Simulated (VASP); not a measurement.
# CdF2 (R-3m) in VASP: further runs

Runs on CdF2. Level: PBE+D3(BJ). Tasks: single point, relaxation of cell and atoms.

Everything below comes from runs of VASP 6.6.1. Logs are shortened: lines on timing, memory, paths and dates and some standing lists are left out, and cuts for length are marked.

### 1 The structure

Symmetry: Fm-3m, No. 225, cubic system. Conventional cell: a = 5.445 Å, b = 5.445 Å, c = 5.445 Å, α = 90.00°, β = 90.00°, γ = 90.00°. Cd (site symmetry m-3m) has 8 F at 2.36 Å as nearest neighbours. F (site symmetry -43m) is surrounded by 4 Cd at 2.36 Å.

The cell was built by a generator and needn't be a form met in nature.

### 2 Single point, PBE+D3(BJ)

INCAR reads:

```
SYSTEM = CdF2
ALGO = Normal
EDIFF = 1E-6
ENCUT = 520
GGA = PE
ISIF = 2
ISMEAR = 0
IVDW = 12
LASPH = .True.
LCHARG = .True.
LELF = .True.
LREAL = .False.
LVHAR = .True.
LWAVE = .False.
NBANDS = 20
NELM = 100
PREC = Accurate
SIGMA = 0.02
```

KPOINTS reads:

```
k-points
0
Gamma
  9 9 9
  0 0 0
```

POSCAR reads:

```
CdF2
1.0
    1.9247055084      1.1112292434      3.1448134107
   -1.9247055084      1.1112292434      3.1448134107
    0.0000000000     -2.2224584868      3.1448134107
Cd F
1 2
Direct
    0.0000000000      0.0000000000      0.0000000000
    0.7500104912      0.7500104912      0.7500104912
    0.2499895088      0.2499895088      0.2499895088
```

Potentials or basis: VASP PAW PBE potentials, release 64 (Cd, F).

Run with:

```console
> cat potpaw_PBE.64/Cd/POTCAR potpaw_PBE.64/F/POTCAR > POTCAR
> mpirun -np 1 vasp_std > vasp.out
```

OUTCAR:

```text
SYSTEM = CdF2
   EDIFF = 1E-6
   ENCUT = 520
   GGA = PE
   ISIF = 2
   ISMEAR = 0
   IVDW = 12
   LASPH = .True.
   LREAL = .False.
   NELM = 100
   PREC = Accurate
 IVDW          = 12

 ion  position               nearest neighbor table
   1  0.000  0.000  0.000-   2 2.36   2 2.36   3 2.36   3 2.36   2 2.36   3 2.36   3 2.36   2 2.36

   2  0.750  0.750  0.750-   1 2.36   1 2.36   1 2.36   1 2.36
   3  0.250  0.250  0.250-   1 2.36   1 2.36   1 2.36   1 2.36

  LATTYP: Found a trigonal (rhomboedric) cell.
 ALAT       =     3.8508665406
 COS(alpha) =     0.5003779016

  Lattice vectors:

 A1 = (   1.9247055084,   1.1112292434,   3.1448134107)
 A2 = (  -1.9247055084,   1.1112292434,   3.1448134107)
 A3 = (   0.0000000000,  -2.2224584868,   3.1448134107)

Analysis of symmetry for initial positions (statically):
=====================================================================
 Subroutine PRICEL returns:
 Original cell was already a primitive cell.

 Routine SETGRP: Setting up the symmetry group for a
 trigonal (rhombohedral) supercell.

 Subroutine GETGRP returns: Found 12 space group operations
 (whereof 12 operations were pure point group operations)
 out of a pool of 12 trial point group operations.

The static configuration has the point symmetry D_3d.

Analysis of symmetry for dynamics (positions and initial velocities):
=====================================================================
 Subroutine PRICEL returns:
 Original cell was already a primitive cell.

 Routine SETGRP: Setting up the symmetry group for a
 trigonal (rhombohedral) supercell.

 Subroutine GETGRP returns: Found 12 space group operations
 (whereof 12 operations were pure point group operations)
 out of a pool of 12 trial point group operations.

The dynamic configuration has the point symmetry D_3d.

 Subroutine INISYM returns: Found 12 space group operations
 (whereof 12 operations are pure point group operations),
 and found     1 'primitive' translations

----------------------------------------------------------------------------------------

                                     Primitive cell

  volume of cell :      40.3566

  direct lattice vectors                    reciprocal lattice vectors
     1.924705508  1.111229243  3.144813411     0.259780002  0.149984054  0.105994630
    -1.924705508  1.111229243  3.144813411    -0.259780002  0.149984054  0.105994630
     0.000000000 -2.222458487  3.144813411     0.000000000 -0.299968108  0.105994630

  length of vectors
     3.850866541  3.850866541  3.850866541     0.318144192  0.318144192  0.318144192

  position of ions in fractional coordinates (direct lattice)
     0.000000000  0.000000000  0.000000000
     0.750010491  0.750010491  0.750010491
     0.249989509  0.249989509  0.249989509

  ion indices of the primitive-cell ions
   primitive index   ion index
                 1           1
                 2           2
                 3           3

----------------------------------------------------------------------------------------

 KPOINTS: k-points

Automatic generation of k-mesh.
 Grid dimensions read from file:
 generate k-points for:    9    9    9

 Generating k-lattice:

  Cartesian coordinates                     Fractional coordinates (reciprocal lattice)
     0.028864445  0.016664895  0.011777181     0.111111111  0.000000000  0.000000000
    -0.028864445  0.016664895  0.011777181     0.000000000  0.111111111  0.000000000
     0.000000000 -0.033329790  0.011777181     0.000000000  0.000000000  0.111111111

  Length of vectors
     0.035349355  0.035349355  0.035349355

  Shift w.r.t. Gamma in fractional coordinates (k-lattice)
     0.000000000  0.000000000  0.000000000

 Subroutine IBZKPT returns following result:
 ===========================================

 Found     85 irreducible k-points:

 Following reciprocal coordinates:
            Coordinates               Weight
  0.000000  0.000000  0.000000      1.000000
  0.111111 -0.000000 -0.000000      6.000000
  0.222222 -0.000000  0.000000      6.000000
  0.333333 -0.000000 -0.000000      6.000000
  0.444444 -0.000000  0.000000      6.000000
  0.111111  0.111111 -0.000000      6.000000
[... 16 lines left out ...]
 -0.333333  0.333333  0.000000      6.000000
  0.444444  0.444444  0.000000      6.000000
 [... further k-points ...]
   k-points           NKPTS =     85   k-points in BZ     NKDIM =     85   number of bands    NBANDS=     20
   number of dos      NEDOS =    301   number of ions     NIONS =      3
   total plane-waves  NPLWV =  27000
   dimension x,y,z NGX =    30 NGY =   30 NGZ =   30
   dimension x,y,z NGXF=    60 NGYF=   60 NGZF=   60
   ions per type =               1   2
   NGX,Y,Z   is equivalent  to a cutoff of  12.95, 12.95, 12.95 a.u.
   NGXF,Y,Z  is equivalent  to a cutoff of  25.90, 25.90, 25.90 a.u.
 SYSTEM =  CdF2
   PREC   = accura    normal or accurate (medium, high low for compatibility)
   ISTART =      0    job   : 0-new  1-cont  2-samecut
   ICHARG =      2    charge: 1-file 2-atom 10-const
   ISPIN  =      1    spin polarized calculation?
   LNONCOLLINEAR =      F non collinear calculations
   LSORBIT =      F    spin-orbit coupling
   LASPH  =      T    aspherical Exc in radial PAW
   ENCUT  =  520.0 eV  38.22 Ry    6.18 a.u.   7.16  7.16  7.16*2*pi/ulx,y,z
   NELM   =    100;   NELMIN=  2; NELMDL= -5     # of ELM steps
   EDIFF  = 0.1E-05   stopping-criterion for ELM
   LREAL  =      F    real-space projection
   EDIFFG = 0.1E-04   stopping-criterion for IOM
   NSW    =      0    number of steps for IOM
   IBRION =     -1    ionic relax: 0-MD 1-quasi-New 2-CG
   NFREE  =      0    steps in history (QN), initial steepest desc. (CG)
   ISIF   =      2    stress and relaxation
   ISYM   =      2    0-nonsym 1-usesym 2-fastsym
   POTIM  = 0.5000    time-step for ionic-motion
   TEBEG  =    0.0;   TEEND  =   0.0 temperature during run
   PSTRESS=    0.0 pullay stress
   NELECT =      26.0000    total number of electrons
   NUPDOWN=      -1.0000    fix difference up-down
   EMIN   =  10.00;   EMAX   =-10.00  energy-range for DOS
   EFERMI =   0.00;   METHOD = LEGACY
   ISMEAR =     0;   SIGMA  =   0.02  broadening in eV -4-tet -1-fermi 0-gaus
   EFERMI_NEDOS =   21; number of points for ismear=-14 and -15
   IALGO  =     38    algorithm
   IMIX   =      4    mixing-type and parameters
     AMIX     =   0.40;   BMIX     =  1.00
     AMIX_MAG =   1.60;   BMIX_MAG =  1.00
  volume/ion in A,a.u.               =      13.45        90.78
  Fermi-wavevector in a.u.,A,eV,Ry     =   1.413930  2.671940 27.200742  1.999198
  Thomas-Fermi vector in A             =   2.535525
   LORBIT       =      0    0 simple, 1 ext, 2 COOP (PROOUT), +10 PAW based schemes
   GGA     = PE    functional components
   LHFCALC =     F    Hartree Fock is set to
   AEXX    =    0.0000 exact exchange contribution
   IVDW    =    12    specifies the selected vdW correction
   LEPSILON=     F    determine dielectric tensor
   LRPA    =     F    only Hartree local field effects (RPA)
 non-spin polarized calculation
 Gauss-broadening in eV      SIGMA  =   0.02
  energy-cutoff  :      520.00
  volume of cell :       40.36
 maximum number of plane-waves:      1100
 NGX is ok and might be reduce to    30
   NGX = 15   NGY = 15   NGZ = 15

 number of electron      25.9999986 magnetization

 Free energy of the ion-electron system (eV)
  ---------------------------------------------------
  ext. energy  EPLUGINS =         0.00000000
  ---------------------------------------------------
  free energy    TOTEN  =       -10.89580972 eV

  energy without entropy =      -10.89580972  energy(sigma->0) =      -10.89580972

 E-fermi :  -1.4096     XC(G=0): -10.2417

 val. band max:       -1.5718367713   @ k =  -0.3333   0.4444   0.2222
 cond. band min:       1.4129901244   @ k =   0.0000   0.0000   0.0000
 fundamental gap:      2.9848268957
 Fermi energy:        -1.4096342104

 k-point     1 :       0.0000    0.0000    0.0000
  band No.  band energies     occupation
      1     -22.1779      2.00000
      2     -21.1588      2.00000
      3      -7.0707      2.00000
      4      -7.0707      2.00000
      5      -7.0701      2.00000
      6      -5.9962      2.00000
[... 12 lines left out ...]
     19      18.1257      0.00000
     20      18.1257      0.00000

 k-point     2 :       0.1111   -0.0000   -0.0000
  band No.  band energies     occupation
      1     -22.1422      2.00000
      2     -21.1908      2.00000
      3      -7.0274      2.00000
      4      -7.0269      2.00000
      5      -6.9495      2.00000
      6      -6.0086      2.00000
[... 12 lines left out ...]
     19      17.7900      0.00000
     20      17.7916      0.00000

 k-point     3 :       0.2222   -0.0000    0.0000
  band No.  band energies     occupation
      1     -22.0414      2.00000
      2     -21.2802      2.00000
      3      -6.9217      2.00000
      4      -6.9212      2.00000
      5      -6.6177      2.00000
      6      -6.0236      2.00000
[... 12 lines left out ...]
     19      17.1911      0.00000
     20      17.6520      0.00000

 k-point     4 :       0.3333   -0.0000   -0.0000
  band No.  band energies     occupation
      1     -21.8971      2.00000
      2     -21.4091      2.00000
      3      -6.8184      2.00000
      4      -6.8180      2.00000
      5      -6.1738      2.00000
      6      -5.9974      2.00000
[... 429 lines left out ...]
 k-point    23 :      -0.3333    0.3333    0.0000
  band No.  band energies     occupation
      1     -21.6411      2.00000
      2     -21.6228      2.00000
      3      -6.6275      2.00000
      4      -6.4006      2.00000
      5      -6.0930      2.00000
      6      -5.9880      2.00000
[... 12 lines left out ...]
     19      17.6863      0.00000
     20      19.9477      0.00000

 k-point    24 :       0.4444    0.4444    0.0000
  band No.  band energies     occupation
      1     -21.7623      2.00000
      2     -21.4907      2.00000
      3      -6.7981      2.00000
      4      -6.2590      2.00000
      5      -6.2577      2.00000
      6      -5.8942      2.00000
[... 12 lines left out ...]
     19      17.6938      0.00000
     20      19.6509      0.00000

 [... further k-points ...]

------------------------ aborting loop because EDIFF is reached ----------------------------------------

 Edisp (eV)   -0.48649

 E8    (eV) :    -0.1840

  FORCE on cell =-STRESS in cart. coord.  units (eV):
  Direction    XX          YY          ZZ          XY          YZ          ZX
  --------------------------------------------------------------------------------------
  -------------------------------------------------------------------------------------
  Total       0.16160     0.16160     0.15500     0.00000    -0.00000     0.00000
  in kB       6.41543     6.41543     6.15347     0.00000    -0.00000     0.00000
  external pressure =        6.33 kB  Pullay stress =        0.00 kB

 VOLUME and BASIS-vectors are now :
 -----------------------------------------------------------------------------
  energy-cutoff  :      520.00
  volume of cell :       40.36
      direct lattice vectors                 reciprocal lattice vectors
     1.924705508  1.111229243  3.144813411     0.259780002  0.149984054  0.105994630
    -1.924705508  1.111229243  3.144813411    -0.259780002  0.149984054  0.105994630
     0.000000000 -2.222458487  3.144813411     0.000000000 -0.299968108  0.105994630

 POSITION                                       TOTAL-FORCE (eV/Angst)
 -----------------------------------------------------------------------------------
      0.00000      0.00000      0.00000        -0.000000      0.000000      0.000000
      0.00000      0.00000      7.07593         0.000000     -0.000000      0.000667
      0.00000      0.00000      2.35851         0.000000     -0.000000     -0.000667
 -----------------------------------------------------------------------------------
    total drift:                                0.000000     -0.000000      0.000000

  FREE ENERGIE OF THE ION-ELECTRON SYSTEM (eV)
  ---------------------------------------------------
  free  energy   TOTEN  =       -11.3822982381 eV

  energy  without entropy=      -11.3822982381  energy(sigma->0) =      -11.38229824
```

Wall time 37 s (1 thread of Intel Xeon 6975P-C (Granite Rapids), shared host); peak memory 0.22 GiB.

What came out:

```
Free energy                : -11.3823 eV
Pressure                   : 0.6 GPa
Band gap on the k mesh     : 2.98 eV, indirect (least direct gap 3.49 eV)
Dispersion energy per atom : -0.162 eV
```

Caveat: an odd mesh through Γ misses points on the zone boundary, where band edges often lie.

### 3 Relaxation of cell and atoms, PBE+D3(BJ)

INCAR reads:

```
SYSTEM = CdF2
  PREC = Accurate
  ENCUT = 600
  EDIFF = 1E-6
  ISMEAR = 0
  SIGMA = 0.02
  LREAL = .False.
  LASPH = .True.
  NELM = 100
  ALGO = Fast
  ISIF = 3
  LWAVE = .False.
  LCHARG = .False.
  GGA = PE
  IVDW = 12
  IBRION = 2
  NSW = 100
  EDIFFG = -0.01
```

KPOINTS reads:

```
Automatic mesh
0
Gamma
  9 9 9
  0 0 0
```

POSCAR reads:

```
CdF2
1.0
    1.9148748501      1.1055535102      3.1725411056
   -1.9148748501      1.1055535102      3.1725411056
    0.0000000000     -2.2111070203      3.1725411056
Cd F
1 2
Direct
    0.0000000000      0.0000000000      0.0000000000
    0.7503806612      0.7503806612      0.7503806612
    0.2496193388      0.2496193388      0.2496193388
```

Potentials or basis: VASP PAW PBE potentials, release 64 (Cd, F).

Run with:

```console
> cat potpaw_PBE.64/Cd/POTCAR potpaw_PBE.64/F/POTCAR > POTCAR
> mpirun -np 1 vasp_std > vasp.out
```

OUTCAR:

```text
SYSTEM = CdF2
   PREC = Accurate
   ENCUT = 600
   EDIFF = 1E-6
   ISMEAR = 0
   LREAL = .False.
   LASPH = .True.
   NELM = 100
   ISIF = 3
   GGA = PE
   IVDW = 12
   IBRION = 2
   NSW = 100
   EDIFFG = -0.01
 IVDW          = 12

 ion  position               nearest neighbor table
   1  0.000  0.000  0.000-   2 2.35   3 2.35   2 2.35   2 2.35   3 2.35   3 2.35   3 2.38   2 2.38

   2  0.750  0.750  0.750-   1 2.35   1 2.35   1 2.35   1 2.38
   3  0.250  0.250  0.250-   1 2.35   1 2.35   1 2.35   1 2.38

  LATTYP: Found a trigonal (rhomboedric) cell.
 ALAT       =     3.8670416758
 COS(alpha) =     0.5095970422

  Lattice vectors:

 A1 = (   1.9148748501,   1.1055535102,   3.1725411056)
 A2 = (  -1.9148748501,   1.1055535102,   3.1725411056)
 A3 = (   0.0000000000,  -2.2111070203,   3.1725411056)

Analysis of symmetry for initial positions (statically):
=====================================================================
 Subroutine PRICEL returns:
 Original cell was already a primitive cell.

 Routine SETGRP: Setting up the symmetry group for a
 trigonal (rhombohedral) supercell.

 Subroutine GETGRP returns: Found 12 space group operations
 (whereof 12 operations were pure point group operations)
 out of a pool of 12 trial point group operations.

The static configuration has the point symmetry D_3d.

[... 150 lines left out ...]
  volume of cell :       40.30
 maximum number of plane-waves:      1366
   NGX = 15   NGY = 15   NGZ = 15

--------------------------------------- Ionic step        1  -------------------------------------------

 number of electron      25.9999988 magnetization

 Free energy of the ion-electron system (eV)
  ---------------------------------------------------
  ext. energy  EPLUGINS =         0.00000000
  ---------------------------------------------------
  free energy    TOTEN  =       -10.89739926 eV

  energy without entropy =      -10.89739926  energy(sigma->0) =      -10.89739926

------------------------ aborting loop because EDIFF is reached ----------------------------------------

 Edisp (eV)   -0.48720

 E8    (eV) :    -0.1843
[... 278 lines left out ...]
--------------------------------------- Ionic step        8  -------------------------------------------

 number of electron      25.9999985 magnetization

 Free energy of the ion-electron system (eV)
  ---------------------------------------------------
  ext. energy  EPLUGINS =         0.00000000
  ---------------------------------------------------
  free energy    TOTEN  =       -10.90133489 eV

  energy without entropy =      -10.90133489  energy(sigma->0) =      -10.90133489

 E-fermi :  -1.4192     XC(G=0): -10.2189

 val. band max:       -1.6041032206   @ k =  -0.2222   0.4444   0.2222
 cond. band min:       1.3672096014   @ k =   0.0000   0.0000   0.0000
 fundamental gap:      2.9713128220
 Fermi energy:        -1.4192233554

 k-point     1 :       0.0000    0.0000    0.0000
  band No.  band energies     occupation
      1     -22.1895      2.00000
      2     -21.1803      2.00000
      3      -7.0920      2.00000
      4      -7.0917      2.00000
      5      -7.0917      2.00000
      6      -6.0340      2.00000
[... 457 lines left out ...]
      4      -6.2912      2.00000
      5      -6.2904      2.00000
      6      -5.9334      2.00000
[... 9 lines left out ...]
     16      10.5674      0.00000
     17      12.3556      0.00000

 [... further k-points ...]

------------------------ aborting loop because EDIFF is reached ----------------------------------------

 Edisp (eV)   -0.48444

 E8    (eV) :    -0.1833
[... 26 lines left out ...]
  FREE ENERGIE OF THE ION-ELECTRON SYSTEM (eV)
  ---------------------------------------------------
  free  energy   TOTEN  =       -11.3857724744 eV

  energy  without entropy=      -11.3857724744  energy(sigma->0) =      -11.38577247

 reached required accuracy - stopping structural energy minimisation
```

CONTCAR:

```text
CdF2
   1.00000000000000
     1.9279680293234041    1.1131128607490801    3.1472946518611189
    -1.9279680293234041    1.1131128607490801    3.1472946518611189
     0.0000000000000000   -2.2262257213982757    3.1472946518613987
  Cd              F
     1     2
Direct
     1.0000000000000000    1.0000000000000000    1.0000000000000000
     0.7499894049905121    0.7499894049905121    0.7499894049905121
     0.2500105950094880    0.2500105950094880    0.2500105950094880

  0.00000000E+00  0.00000000E+00  0.00000000E+00
  0.00000000E+00  0.00000000E+00  0.00000000E+00
  0.00000000E+00  0.00000000E+00  0.00000000E+00
```

Wall time 97 s (1 thread of Intel Xeon 6975P-C (Granite Rapids), shared host); peak memory 0.24 GiB.

Results:

- Free energy: -11.3858 eV
- Relaxed volume: 13.51 Å³/atom
- Relaxed cell: a = 3.855 Å, b = 3.855 Å, c = 3.855 Å, α = 60.01°, β = 60.01°, γ = 60.01°
- Space group after relaxing (to 0.05 Å): Fm-3m (No. 225)
- Energy gained by relaxing: 0.4 meV/atom
- Ionic steps: 8
- Pressure after relaxing: 0.0 GPa
- Band gap on the k mesh: 2.97 eV, indirect (least direct gap 3.48 eV)
- Dispersion energy per atom: -0.161 eV

Step by step:
| step | energy change (eV) | largest force (eV/Å) | pressure (GPa) | volume (Å³) |
| --- | --- | --- | --- | --- |
| 1 | 0.0000 | 0.0092 | 0.57 | 40.30 |
| 2 | -0.0007 | 0.0006 | -0.08 | 40.57 |
| 3 | -0.0007 | 0.0008 | -0.13 | 40.59 |
| 4 | -0.0008 | 0.0052 | -0.09 | 40.58 |
| 5 | -0.0011 | 0.0195 | -0.02 | 40.54 |
| 6 | -0.0011 | 0.0208 | 0.00 | 40.53 |
| 7 | -0.0011 | 0.0130 | 0.02 | 40.53 |
| 8 | -0.0012 | 0.0002 | 0.02 | 40.53 |

Final structure:
```
Cd F
1.0
     1.92797    1.11311    3.14729
    -1.92797    1.11311    3.14729
     0.00000   -2.22623    3.14729
Cd F
1 2
Direct
  0.00000 0.00000 0.00000
  0.74999 0.74999 0.74999
  0.25001 0.25001 0.25001
```

Caveat: an odd mesh through Γ misses points on the zone boundary, where band edges often lie. PBE gaps usually lie below the measured ones, often by a third to a half.
